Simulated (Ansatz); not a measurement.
## Hg₂Se and its competing phases

Computed with DFT PBE, scalar-relativistic, plane waves, PAW (Ansatz). Settings: cutoff 420 eV, Γ-centred meshes spaced at most about 0.3 Å⁻¹, and about 0.25 Å⁻¹ or finer for metals (2π included), Gaussian smearing. No spin polarisation.

The zero of energy is the elements' standard structures at the same level; no fitted shifts are applied. The references include crystalline Hg.

These are static total energies at zero pressure. Spin–orbit coupling, which can matter for Hg, is left out. The reference form of Se is held partly by dispersion forces, which this level lacks.

The competitors are the elements and 1 reference phase of this chemical system (from databases or known types: HgSe), relaxed at the same level; other known phases may be missing.

The candidate was reached from: SnBr2 type (P-3m1).

```xyz
3
Lattice="4.1532 0.0000 0.0000 -2.0766 3.5968 0.0000 0.0000 0.0000 5.1302" Properties=species:S:1:pos:R:3 pbc="T T T"
Hg    2.0766    1.1989    0.9349
Hg    0.0000    2.3979    4.1953
Se    0.0000    0.0000    2.5651
```

The lowest competing mixture at this composition:

```tsv
phase	space group	source	share of atoms	ΔE_f (eV/atom)
Hg	-	element	0.3333	-0.0188
HgSe	F-43m (No. 216)	Materials Project	0.6667	-0.219
```

The lowest database cell of Hg (-0.0188) lies slightly below the reference, hence the non-zero entry.

Q: What are the hull's energy here, the candidate's formation energy and its margin?

A: The hull lies at -0.152 eV/atom, the weighted sum of the last column. The candidate has -0.037 eV/atom, which is 115 meV/atom above it (116 meV/atom from unrounded values). The candidate matches no cell in the subsets of the Crystallography Open Database and the Materials Project at hand. It is metastable at best. Whether it is a true minimum wasn't tested by phonons. It has the anti-cadmium iodide type.
